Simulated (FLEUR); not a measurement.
Bi2Se3 (Paraguanajuatite):

```
Bi Se
1.0
     2.07150    1.19598    9.54533
    -2.07150    1.19598    9.54533
     0.00000   -2.39196    9.54533
Bi Se
2 3
Direct
  0.59920 0.59920 0.59920
  0.40080 0.40080 0.40080
  0.78830 0.78830 0.78830
  0.21170 0.21170 0.21170
  0.00000 0.00000 0.00000
```

Base run:

```yaml
Program: FLEUR MaX-R8.1 (later development tree)
Functional: WC
Potentials_or_basis: all-electron
Basis: FLAPW
Kmax: 4.28 1/bohr
k_mesh: 8 × 8 × 8
Occupations: fermi-dirac, width 0.05 eV
Spin: no spin polarisation
```

Its results: band gap on the k mesh 0.13 eV, direct.

Q: The run is repeated on the same cell with these changes: functional from WC to PW91. What comes out?

A: Band gap on the k mesh 0.21 eV, direct.

Caveats: spin-orbit coupling is left out, which as a rule narrows the gap of such compounds by several tenths of an eV.

Not every run made on this cell is shown here.
